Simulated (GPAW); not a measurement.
# TiSe (P4/nmm) in GPAW: a series of runs

The runs below take TiSe through band structure, with PBEsol, PBEsol+U.

Program: GPAW 26.7.0. These are calculated values, not measurements. Logs are shortened: lines on timing, memory, paths and dates and some standing lists are left out, and cuts for length are marked. The log counts tension as positive stress, the text compression.

**1. The crystal as given**

It takes space group P4/nmm (No. 129, tetragonal). The conventional cell has a = 4.178 Å, b = 4.178 Å, c = 5.984 Å, α = 90.00°, β = 90.00°, γ = 90.00°. Around Se (site symmetry 4mm) lie 4 Ti at 2.53 Å. Ti (site symmetry -4m2) is surrounded by 4 Se at 2.53 Å.

The cell comes from a database or a generator and needn't be the stable form of this composition.

**2. Band structure, PBEsol**

Contents of run.py:

```python
from ase import Atoms
from ase.dft.bandgap import bandgap
from ase.io import write
from ase.units import GPa
from gpaw import GPAW, PW, setup_paths

setup_paths.insert(0, '.')

atoms = Atoms(['Se', 'Se', 'Ti', 'Ti'],
              cell=[[4.178357, 0.0, 0.0],
                    [0.0, 4.178357, 0.0],
                    [0.0, 0.0, 5.984423]],
              scaled_positions=[[0.0, 0.5, 0.760556],
                                [0.5, 0.0, 0.239444],
                                [0.0, 0.0, 0.0],
                                [0.5, 0.5, 0.0]],
              pbc=True)

calc = GPAW(mode=PW(600),
            xc='PBEsol',
            kpts={'size': (6, 6, 4), 'gamma': True},
            occupations={'name': 'fermi-dirac', 'width': 0.05},
            nbands=34,
            convergence={'density': 1e-05, 'energy': 1e-05},
            maxiter=150,
            txt='gpaw.txt')
atoms.calc = calc
energy = atoms.get_potential_energy()
forces = atoms.get_forces()
stress = atoms.get_stress()
calc.write('gs.gpw')
write('result.traj', atoms)
print(f'Energy: {energy:.6f} eV')
print('Forces (eV/A):')
print(forces.round(4))
print('Stress (GPa):', (stress / GPa).round(3))
print('Fermi level:', round(calc.get_fermi_level(), 4), 'eV')
print(f'Gap: {bandgap(calc)[0]:.4f} eV, direct: {bandgap(calc, direct=True)[0]:.4f} eV')

path = atoms.cell.bandpath('GXMGZRAZ,XR,MA', npoints=80, eps=1e-4)
bs_calc = calc.fixed_density(kpts=path, symmetry='off', nbands=54,
                             convergence={'bands': 'CBM+6.0', 'eigenstates': 1e-6}, txt='bands.txt')
bs = bs_calc.band_structure()
bs.write('bs.json')
print(f'Gap on the path: {bandgap(bs_calc)[0]:.4f} eV')
```

Potentials or basis: PAW data sets generated in the run's folder for this functional, pw.

Started as:

```sh
gpaw-setup -f PBEsol Se Ti
OMP_NUM_THREADS=1 python run.py
```

gpaw.txt:

```text
__  _  _
 | _ |_)|_||  |
 |__||  | ||/\| - 26.7.0

Input parameters:
  mode=PW(ecut=600.0),
  convergence={'density': 1e-05, 'energy': 1e-05},
  kpts=MonkhorstPack(size=(6, 6, 4), gamma=True),
  maxiter=150,
  nbands=34,
  occupations=Occupations(name='fermi-dirac', width=0.05),
  xc=XC(name='PBEsol')

Diagonalizing LCAO Hamiltonian
Converting LCAO to pw mode
    .---------.
   /|         |
  / |         |
 * Se         |
 |  |         |
 |  |         |
 |  |         |
 |  .---------.
 | /  SeTi   /
 |/         /
 Ti--------*

Atoms  # Å, Bohr magnetons
|   | symbol |        x |        y |        z |    initial magnetic moments |
|---|--------|----------|----------|----------|-----------------------------|
| 0 |     Se | 0.000000 | 2.089179 | 4.551489 | ( 0.0000,  0.0000,  0.0000) |
| 1 |     Se | 2.089179 | 0.000000 | 1.432934 | ( 0.0000,  0.0000,  0.0000) |
| 2 |     Ti | 0.000000 | 0.000000 | 0.000000 | ( 0.0000,  0.0000,  0.0000) |
| 3 |     Ti | 2.089179 | 2.089179 | 0.000000 | ( 0.0000,  0.0000,  0.0000) |

Unit cell  # Å
| periodic |        x |        y |        z |  lengths |    angles |
|----------|----------|----------|----------|----------|-----------|
|      yes | 4.178357 | 0.000000 | 0.000000 | 4.178357 | 90.000000 |
|      yes | 0.000000 | 4.178357 | 0.000000 | 4.178357 | 90.000000 |
|      yes | 0.000000 | 0.000000 | 5.984423 | 5.984423 | 90.000000 |

Number of symmetries: 8
Symmetry operations  # r_c * U_cc + t_c -> r_c
|   | kind |            matrix            |
|---|------|------------------------------|
| 0 |  E   |  1, 0, 0,  0, 1, 0,  0, 0, 1 |
| 1 |  σ   |  1, 0, 0,  0,-1, 0,  0, 0, 1 |
| 2 |  C2  |  0, 1, 0,  1, 0, 0,  0, 0,-1 |
| 3 |  S4  |  0, 1, 0, -1, 0, 0,  0, 0,-1 |
| 4 |  S4  |  0,-1, 0,  1, 0, 0,  0, 0,-1 |
| 5 |  C2  |  0,-1, 0, -1, 0, 0,  0, 0,-1 |
| 6 |  σ   | -1, 0, 0,  0, 1, 0,  0, 0, 1 |
| 7 |  C2  | -1, 0, 0,  0,-1, 0,  0, 0, 1 |

BZ-sampling:
  Number of BZ points: 144
  Number of IBZ points: 30

  Monkhorst-Pack size: [6, 6, 4]
  Monkhorst-Pack shift: [0.08333333333333333, 0.08333333333333333, 0.125]

K-points  # in reciprocal-cell coordinates
|     |                                coordinates |     weight |
|-----|--------------------------------------------|------------|
|   0 | (  0.00000000,   0.00000000,   0.00000000) | 0.00694444 |
|   1 | (  0.00000000,   0.00000000,   0.25000000) | 0.01388889 |
|   2 | (  0.00000000,   0.00000000,   0.50000000) | 0.00694444 |
|   3 | (  0.16666667,   0.00000000,   0.00000000) | 0.02777778 |
|   4 | (  0.16666667,   0.00000000,   0.25000000) | 0.05555556 |
|   5 | (  0.16666667,   0.00000000,   0.50000000) | 0.02777778 |
|   6 | (  0.16666667,   0.16666667,   0.00000000) | 0.02777778 |
|   7 | (  0.16666667,   0.16666667,   0.25000000) | 0.05555556 |
|   8 | (  0.16666667,   0.16666667,   0.50000000) | 0.02777778 |
|   9 | (  0.33333333,   0.00000000,   0.00000000) | 0.02777778 |
| ... |                                            |            |
|  29 | (  0.50000000,   0.50000000,   0.50000000) | 0.00694444 |

Plane wave coefficients: 3531
Cutoff: 600.0 eV

Spin-components: 1 (collinear spins)
Bands:           34
Projectors:      22
Spin-degeneracy: 2
Datatype:        complex128

Parallelization:
  kpt:    1
  domain: 1
  band:   1

Density:
  Valence electrons: 36.0
  Components: 1
  Grid points: [24 24 35]
  Charge: 0.0  # |e|

Potential:
  Grid points: [24 24 35]

species:
  Se:
    name:    Selenium
    Z:       34.0
    valence: 6
    core:    28
    charge:  0.0  # [|e|]
    compensation charges:
      type: gauss
      rc: 0.27  # [Å]
      lmax: 2
    cutoffs:
      filter: 1.77  # [Å]
      core: 2.67  # [Å]
    projectors
    | kind |    occ | energy [eV] | rcut [Å] |
    |------|--------|-------------|----------|
    |   4s |  2.000 |     -17.281 |    0.847 |
    |   4p |  4.000 |      -6.511 |    1.005 |
    |    s |        |       9.930 |    0.847 |
    |    p |        |      20.700 |    1.005 |
    |    d |        |       0.000 |    0.847 |

    Using partial waves for Se as LCAO basis

  Ti:
    name:    Titanium
    Z:       22.0
    valence: 12
    core:    10
    charge:  0.0  # [|e|]
    compensation charges:
      type: gauss
      rc: 0.38  # [Å]
      lmax: 2
    cutoffs:
      filter: 2.23  # [Å]
      core: 1.02  # [Å]
    projectors
    | kind |    occ | energy [eV] | rcut [Å] |
    |------|--------|-------------|----------|
    |   3s |  2.000 |     -62.441 |    1.270 |
    |   4s |  2.000 |      -4.477 |    1.270 |
    |   3p |  6.000 |     -38.776 |    1.058 |
    |   4p |  0.000 |      -1.449 |    1.058 |
    |   3d |  2.000 |      -4.275 |    1.058 |
    |    d |        |      22.937 |    1.058 |

    Using partial waves for Ti as LCAO basis

Reference energy: -178512.158506  # eV

eigensolver:
  PPCG
  Converge bands: occupied
  niter=2

density mixing:
  MSR1-Mixer
  Pratt-step length: 0.05
  Maximum mixing coefficient: 0.75
  Old densities: 10
  SVD Regularization: 0.005
  Good broyden scale: 1.0
  Trust region scale: 1.0
  Backstep threshold: 4.0
  History deletion threshold: 6.0
  Fourier metric: weight=20.0, sigma=0.015

occupation numbers:
  Fermi-Dirac:
    width: 0.0500  # eV

poisson solver:
  ecut: 4800.0  # eV

xc functional:
  name: PBEsol with 2 nearest neighbor stencil

convergence criteria:
- Maximum integral of absolute [dens]ity change: 1e-05 electrons / valence electron
- Maximum [total energy] change in last 3 cyles: 1e-05 eV / valence electron
- Maximum integral of absolute [eigenst]ate change: 4e-08 eV^2 / valence electron
maximum number of iterations: 150

SCF iterations
|iter     | |      energy | eigst |  dens |
|---------|-|-------------|-------|-------|
|iter:   1| |  -25.975950 | +0.21 |       |
|iter:   2| |  -25.841607 | -1.95 | -1.16 |
|iter:   3| |  -25.480251 | -1.18 | -1.20 |
|iter:   4| |  -25.264477 | -1.93 | -1.47 |
|iter:   5| |  -25.250248 | -2.76 | -1.91 |
|iter:   6| |  -25.250828 | -3.62 | -2.12 |
|iter:   7| |  -25.250919 | -4.74 | -2.91 |
|iter:   8| |  -25.250925c| -5.87 | -3.52 |
|iter:   9| |  -25.250923c| -6.85 | -4.11 |
|iter:  10| |  -25.250924c| -7.67c| -4.93 |
|iter:  11| |  -25.250924c| -8.18c| -5.68c|

Converged in 11 steps
Energy contributions relative to reference atoms: (reference = -178512.158506)

Energy contributions:
  Kinetic:          26.561757
  Coulomb:         -26.565384
  Zero:             -0.113410
  External:          0.000000
  Xc:              -25.117667
  Entropy:          -0.032439
  Spinorbit:         0.000000
  ----------------------------
  Free energy:     -25.267143
  Extrapolated:    -25.250924

dipole moment: (-28.661113, -28.661113, -38.038422)  # |e|*Ang

Fermi level: 4.988
Eigenvalues  # (at kpt = [0.000, 0.000, 0.000])
| band index |      eig [eV] | occ [0-2] |
|------------|---------------|-----------|
|          0 |       -51.995 |     2.000 |
|        ... |               |           |
|          9 |        -8.450 |     2.000 |
|         10 |        -0.065 |     2.000 |
|         11 |         1.072 |     2.000 |
|         12 |         1.146 |     2.000 |
|         13 |         1.146 |     2.000 |
|         14 |         1.617 |     2.000 |
[... 8 lines left out ...]
|         23 |         7.116 |     0.000 |
|         24 |         8.051 |     0.000 |
|        ... |               |           |
|         33 |        16.100 |     0.000 |

No gap
No difference between direct/indirect transitions

Forces  # eV/Ang
|       x |       y |        z |
|---------|---------|----------|
| 0.00000 | 0.00000 |  0.25661 |  # Se   0
| 0.00000 | 0.00000 | -0.25661 |  # Se   1
| 0.00000 | 0.00000 |  0.00000 |  # Ti   2
| 0.00000 | 0.00000 |  0.00000 |  # Ti   3

Stress tensor  # eV/Ang^3
|         x |        y |         z |
|-----------|----------|-----------|
|  0.020441 | 0.000000 | -0.000000 |
|  0.000000 | 0.020441 |  0.000000 |
| -0.000000 | 0.000000 |  0.013174 |

# Writing to gs.gpw (mode='')
```

Wall time 3.9 min (1 thread of Arm Neoverse V1, shared host); peak memory 0.57 GiB.

Results:

| Quantity | Value |
| --- | --- |
| Free energy | -25.2671 eV |
| Pressure | -2.9 GPa |
| Largest force | 0.257 eV/Å |
| Band gap along the path | none (metal or under the smearing width) |

Forces on the atoms (eV/Å):
```
Se   0.000  0.000  0.257
Se   0.000  0.000 -0.257
Ti   0.000  0.000  0.000
Ti   0.000  0.000  0.000
```

Stress tensor (GPa, compression positive):
```
-3.28  0.00  0.00
 0.00 -3.28  0.00
 0.00  0.00 -2.11
```

Levels at the corners of the path, in eV from the Fermi level:
```
point  band 13  band 14  band 15  band 16  band 17  band 18  band 19  band 20  band 21  band 22
    Γ    -3.84    -3.84    -3.37    -3.37    -1.34     0.69     0.79     1.03     1.31     1.74
    X    -3.77    -3.77    -3.58    -3.58     0.11     0.11     0.15     0.15     0.63     0.63
    M    -3.44    -3.44    -3.03    -3.03    -0.92    -0.92    -0.60    -0.60     1.25     1.25
    Γ    -3.84    -3.84    -3.37    -3.37    -1.34     0.69     0.79     1.03     1.31     1.74
    Z    -3.98    -3.98    -3.20    -3.20    -1.34     0.48     0.83     1.30     1.81     1.81
    R    -3.58    -3.58    -3.36    -3.36     0.09     0.09     0.26     0.26     0.55     0.55
    A    -3.84    -3.84    -3.16    -3.16    -0.73    -0.73    -0.39    -0.39     1.00     1.00
    Z    -3.98    -3.98    -3.20    -3.20    -1.34     0.48     0.83     1.30     1.81     1.81
    X    -3.77    -3.77    -3.58    -3.58     0.11     0.11     0.15     0.15     0.63     0.63
    R    -3.58    -3.58    -3.36    -3.36     0.09     0.09     0.26     0.26     0.55     0.55
    M    -3.44    -3.44    -3.03    -3.03    -0.92    -0.92    -0.60    -0.60     1.25     1.25
    A    -3.84    -3.84    -3.16    -3.16    -0.73    -0.73    -0.39    -0.39     1.00     1.00
```

Caveat: this functional lacks dispersion, which binds the layers, so the pressure and a relaxed spacing across them are unreliable.

**3. Band structure, PBEsol+U**

run.py, as its differences from that of step 2:

```diff
@@ -22,2 +22,3 @@
             occupations={'name': 'fermi-dirac', 'width': 0.05},
+            setups={'Ti': ':d,1.0'},
             nbands=34,
```

Potentials or basis: PAW data sets generated in the run's folder for this functional, pw.

Started as:

```sh
gpaw-setup -f PBEsol Se Ti
OMP_NUM_THREADS=1 python run.py
```

Run time: 3.9 min. Hardware: 1 thread of Arm Neoverse V1, shared host; peak memory 0.57 GiB.

The run converged. Its results:

```yaml
Free_energy: -23.6303 eV
Pressure: -2.4 GPa
Largest_force: 0.163 eV/Å
Band_gap_along_the_path: none (metal or under the smearing width)
```

Forces in eV/Å, atoms in the order of the input:
```
Se   0.000  0.000  0.163
Se   0.000  0.000 -0.163
Ti   0.000  0.000  0.000
Ti   0.000  0.000  0.000
```

Stress tensor (GPa, compression positive):
```
-2.81  0.00  0.00
 0.00 -2.81  0.00
 0.00  0.00 -1.68
```

Levels at the corners of the path, in eV from the Fermi level:
| point | band 14 | band 15 | band 16 | band 17 | band 18 | band 19 | band 20 | band 21 |
| --- | --- | --- | --- | --- | --- | --- | --- | --- |
| Γ | -3.88 | -3.44 | -3.44 | -1.45 | 0.74 | 0.83 | 0.98 | 1.24 |
| X | -3.81 | -3.64 | -3.64 | 0.04 | 0.04 | 0.19 | 0.19 | 0.71 |
| M | -3.49 | -3.09 | -3.09 | -0.95 | -0.95 | -0.61 | -0.61 | 1.37 |
| Γ | -3.88 | -3.44 | -3.44 | -1.45 | 0.74 | 0.83 | 0.98 | 1.24 |
| Z | -4.02 | -3.27 | -3.27 | -1.44 | 0.50 | 0.88 | 1.30 | 1.84 |
| R | -3.64 | -3.39 | -3.39 | 0.02 | 0.02 | 0.30 | 0.30 | 0.63 |
| A | -3.90 | -3.23 | -3.23 | -0.74 | -0.74 | -0.39 | -0.39 | 1.12 |
| Z | -4.02 | -3.27 | -3.27 | -1.44 | 0.50 | 0.88 | 1.30 | 1.84 |
| X | -3.81 | -3.64 | -3.64 | 0.04 | 0.04 | 0.19 | 0.19 | 0.71 |
| R | -3.64 | -3.39 | -3.39 | 0.02 | 0.02 | 0.30 | 0.30 | 0.63 |
| M | -3.49 | -3.09 | -3.09 | -0.95 | -0.95 | -0.61 | -0.61 | 1.37 |
| A | -3.90 | -3.23 | -3.23 | -0.74 | -0.74 | -0.39 | -0.39 | 1.12 |

Caveat: this functional lacks dispersion, which binds the layers, so the pressure and a relaxed spacing across them are unreliable; U without spin polarisation on a metal has little footing.

**4. Band structure, PBEsol+U**

run.py, as its differences from that of step 3:

```diff
@@ -22,3 +22,3 @@
             occupations={'name': 'fermi-dirac', 'width': 0.05},
-            setups={'Ti': ':d,1.0'},
+            setups={'Ti': ':d,2.0'},
             nbands=34,
```

Started as:

```sh
gpaw-setup -f PBEsol Se Ti
OMP_NUM_THREADS=1 python run.py
```

Wall time 3.8 min (1 thread of Arm Neoverse V1, shared host); peak memory 0.57 GiB.

It converged, with:

```
Free energy             : -22.0394 eV
Pressure                : -1.9 GPa
Largest force           : 0.068 eV/Å
Band gap along the path : none (metal or under the smearing width)
```

Forces on the atoms (eV/Å):
```
Se   0.000  0.000  0.068
Se   0.000  0.000 -0.068
Ti   0.000  0.000  0.000
Ti   0.000  0.000  0.000
```

Stress tensor (GPa, compression positive):
```
-2.24  0.00  0.00
 0.00 -2.24  0.00
 0.00  0.00 -1.24
```

Levels at the corners of the path, in eV from the Fermi level:
| point | band 16 | band 17 | band 18 | band 19 | band 20 | band 21 |
| --- | --- | --- | --- | --- | --- | --- |
| Γ | -3.50 | -1.58 | 0.80 | 0.88 | 0.94 | 1.19 |
| X | -3.69 | -0.05 | -0.05 | 0.26 | 0.26 | 0.83 |
| M | -3.14 | -0.97 | -0.97 | -0.61 | -0.61 | 1.53 |
| Γ | -3.50 | -1.58 | 0.80 | 0.88 | 0.94 | 1.19 |
| Z | -3.33 | -1.58 | 0.55 | 0.96 | 1.30 | 1.90 |
| R | -3.41 | -0.07 | -0.07 | 0.36 | 0.36 | 0.75 |
| A | -3.29 | -0.74 | -0.74 | -0.38 | -0.38 | 1.27 |
| Z | -3.33 | -1.58 | 0.55 | 0.96 | 1.30 | 1.90 |
| X | -3.69 | -0.05 | -0.05 | 0.26 | 0.26 | 0.83 |
| R | -3.41 | -0.07 | -0.07 | 0.36 | 0.36 | 0.75 |
| M | -3.14 | -0.97 | -0.97 | -0.61 | -0.61 | 1.53 |
| A | -3.29 | -0.74 | -0.74 | -0.38 | -0.38 | 1.27 |

Caveat: this functional lacks dispersion, which binds the layers, so the pressure and a relaxed spacing across them are unreliable; U without spin polarisation on a metal has little footing.

**5. Summary**

```tsv
level	U	pressure (GPa)	largest force (eV/Å)
PBEsol	-	-2.9	0.26
PBEsol+U	Ti d U = 1 eV	-2.4	0.16
PBEsol+U	Ti d U = 2 eV	-1.9	0.07
```

Alike in all rows: task band structure; potentials or basis PAW data sets generated in the run's folder for this functional, pw; no spin polarisation; cell as given; k mesh 6 × 6 × 4; cutoff (eV) 600; smearing fermi-dirac 0.05 eV.

The pressure there spans -2.9 GPa (PBEsol) to -1.9 GPa (PBEsol+U); a positive pressure means that this level wants a larger cell, a negative one a smaller.

Caveats: this functional lacks dispersion, which binds the layers, so the pressure and a relaxed spacing across them are unreliable; U without spin polarisation on a metal has little footing (some runs).

Absolute energies hang on the potentials; compare differences alone.
